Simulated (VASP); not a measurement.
WS2 under changes of volume

One of the cells (48.648 Å³/atom); the others are scaled copies at fixed shape and fractional positions:

```
W S
1.0
     3.15566    0.00000    0.00000
    -1.57783    2.73288    0.00000
     0.00000    0.00000   16.92299
W S
1 2
Direct
  0.00000 0.00000 0.00000
  0.33333 0.66667 0.09193
  0.33333 0.66667 0.90807
```

* Program: VASP 6.6.1
* Functional: HSE06
* Potentials or basis: VASP PAW PBE potentials, release 64 (W_sv, S)
* Cutoff: 520 eV
* k mesh: 6 × 6 × 1
* Occupations: gaussian, width 0.02 eV
* Spin: no spin polarisation

| volume (Å³/atom) | energy over the lowest point (meV/atom) | gap on the mesh (eV) | largest force (eV/Å) |
| --- | --- | --- | --- |
| 46.702 | ? | ? | ? |
| 47.675 | 4.08 | 2.45 | 0.407 |
| 48.648 | 0.00 | 2.39 | 0.005 |
| 49.621 | 3.66 | 2.34 | 0.367 |
| 50.594 | 14.27 | 2.28 | 0.712 |

Task: What does the run at 46.702 Å³/atom give?

Result: Energy over the lowest point 16.75 meV/atom; gap on the mesh 2.51 eV; largest force 0.841 eV/Å.

Worked out: A Birch-Murnaghan fit of order 2 (a polynomial in V^(-2/3)) to the other rows has its minimum at 48.66 Å³/atom with B0 = V·E''(V) = 63 GPa at fixed shape and positions, which overstates the stiffness. It gives 16.67 meV/atom at 46.702 Å³/atom, against the run's 16.75. A straight line through the other rows of the gap, of slope -2.83 eV per unit of ln V (its deformation potential), extrapolates to 2.51 eV, against the run's 2.51.

Energies are extrapolated to zero smearing.

Caveats: the PAW data sets were made with another functional, which shifts forces and pressure a little; spin-orbit coupling is left out, which moves the levels of the heavy elements.

A mesh can miss the band edges.
